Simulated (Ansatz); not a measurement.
# GaN: the cost of one run

Program: Ansatz 0.2.0. Level of theory: DFT r2SCAN, scalar-relativistic, plane waves, PAW. These are calculated values, not measurements.

The COD entry's cell or inner coordinates are ideal or old and differ from later refinements, so a difference from it is no clean test against experiment.

1 further run of the same task is left out (set aside as unsound or not needed).

## Step 1: The structure to begin with

It takes space group P6_3mc (No. 186, hexagonal). The conventional cell has a = 3.183 Å, b = 3.183 Å, c = 5.184 Å, α = 90.00°, β = 90.00°, γ = 120.00°. Around Ga (site symmetry 3m) lie 4 N at 1.95 Å. N (site symmetry 3m) has 4 Ga at 1.95 Å as nearest neighbours.

As a file:

```
CELL_PARAMETERS angstrom
3.18310 0.00000 0.00000
-1.59155 2.75664 0.00000
0.00000 0.00000 5.18360
ATOMIC_POSITIONS crystal
Ga 0.33333 0.66667 0.99911
Ga 0.66667 0.33333 0.49911
N 0.33333 0.66667 0.37589
N 0.66667 0.33333 0.87589
```

This cell was relaxed beforehand with the same method: volume 11.37 Å³/atom, gap on the mesh 2.35 eV.

## Step 2: Bands, states and charges

Contents of input.yaml:

```yaml
crystal:
  lattice:
    - [3.1830984614, 0.0, 0.0]
    - [-1.5915492307, 2.7566441303, 0.0]
    - [0.0, 0.0, 5.183596292]
  atoms:
    - { symbol: Ga, position: [0.3333333333, 0.6666666667, -0.0008898958] }
    - { symbol: Ga, position: [0.6666666667, 0.3333333333, 0.4991101042] }
    - { symbol: "N", position: [0.3333333333, 0.6666666667, 0.3758898958] }
    - { symbol: "N", position: [0.6666666667, 0.3333333333, 0.8758898958] }
basis:
  ecutwfc: 500
kpoints:
  mp_grid: { grid: [12, 12, 6] }
  band_path:
    path:
      - [[0.0, 0.0, 0.0], [0.5, 0.0, 0.0], [0.33333333, 0.33333333, 0.0], [0.0, 0.0, 0.0], [0.0, 0.0, 0.5], [0.5, 0.0, 0.5], [0.33333333, 0.33333333, 0.5], [0.0, 0.0, 0.5]]
      - [[0.5, 0.0, 0.5], [0.5, 0.0, 0.0]]
      - [[0.33333333, 0.33333333, 0.5], [0.33333333, 0.33333333, 0.0]]
    npoints: 14
hamiltonian:
  xc: r2scan
scf:
  occupations: { method: gaussian, width: 0.02 }
  n_extra_bands: 10
output:
  forces: true
  stress: true
  eigenvalues: true
  populations: true
  dos: { projected: true, de: 0.02, nscf_kmesh: { grid: [18, 18, 9] } }
  bader: true
  write_density: true
  write_potential: true
  elf: true
  volumetric_format: npy
```

On the command line:

```
$ ansatz run input.yaml --threads 2 --pin off --max-ram 5120MiB --backend cpu --events-out ev --progress --plain --runs-dir out
```

What time and memory should one allow on 2 threads of Intel Xeon Platinum 8488C (Sapphire Rapids), shared host?

About 35 s, with a peak of 0.53 GiB.
